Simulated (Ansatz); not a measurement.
# Every step of a relaxation of Pd (hcp type)

DFT, PBE, PAW with Ansatz's default frozen-core files, scalar-relativistic (Ansatz 0.2.0); a Γ-centred 18×18×10 k mesh, Fermi–Dirac smearing of 0.05 eV, no spin polarisation. The run relaxes cell and atoms at a target pressure of 150 GPa.

Command: `ansatz run input.yaml --threads 1 --pin off --max-ram 3584MiB --backend cpu --events-out ev --progress --plain --runs-dir out` It took 24 s on 1 thread of Intel(R) Xeon(R) Platinum 8375C CPU @ 2.90GHz (Ice Lake), with other jobs on the host, peak memory 0.41 GiB.

PAW: frozen-core files, cutoff 420 eV; forces are relaxed below 0.005 eV/Å.

Each step lists its enthalpy F + pV a cell above the last geometry, the pressure, the cell vectors (Å), and Cartesian positions (Å) with forces (eV/Å).

The first step:

```
step 1  dH = 19.99 meV  P = 151.9 GPa
  cell 2.4883 0.0000 0.0000  -1.2442 2.1550 0.0000  0.0000 0.0000 4.0311
  Pd 0.0000 1.4366 1.0078   0.0000 0.0000 0.0000
  Pd 1.2442 0.7183 3.0233   0.0000 0.0000 0.0000
```

Where does the relaxation end, and by which steps?

After 5 geometries, with conventional a, b, c = 2.467, 2.467, 4.110 Å, at 10.829 Å³/atom (+0.20 % against the start) in space group P6_3/mmc, with a shortest distance of 2.467 Å. The further steps:
```
step 2  dH = 1.47 meV  P = 148.3 GPa
  cell 2.4739 0.0000 0.0000  -1.2370 2.1425 0.0000  0.0000 0.0000 4.0948
  Pd 0.0000 1.4283 1.0237   0.0000 0.0000 0.0000
  Pd 1.2370 0.7142 3.0711   0.0000 0.0000 0.0000
step 3  dH = 0.97 meV  P = 153.3 GPa
  cell 2.4613 0.0000 0.0000  -1.2306 2.1315 0.0000  0.0000 0.0000 4.1121
  Pd 0.0000 1.4210 1.0280   0.0000 0.0000 0.0000
  Pd 1.2306 0.7105 3.0841   0.0000 0.0000 0.0000
step 4  dH = 0.00 meV  P = 150.0 GPa
  cell 2.4666 0.0000 0.0000  -1.2333 2.1362 0.0000  0.0000 0.0000 4.1107
  Pd 0.0000 1.4241 1.0277   0.0000 0.0000 0.0000
  Pd 1.2333 0.7121 3.0830   0.0000 0.0000 0.0000
step 5  dH = 0.00 meV  P = 150.0 GPa
  cell 2.4667 0.0000 0.0000  -1.2334 2.1363 0.0000  0.0000 0.0000 4.1101
  Pd 0.0000 1.4242 1.0275   0.0000 0.0000 0.0000
  Pd 1.2334 0.7121 3.0826   0.0000 0.0000 0.0000
step 6  dH = 0.01 meV  P = 150.0 GPa  (same geometry on a basis chosen anew; earlier energies don't compare to the last digit)
  cell 2.4667 0.0000 0.0000  -1.2334 2.1363 0.0000  0.0000 0.0000 4.1101
  Pd 0.0000 1.4242 1.0275   0.0000 0.0000 0.0000
  Pd 1.2334 0.7121 3.0826   0.0000 0.0000 0.0000
```
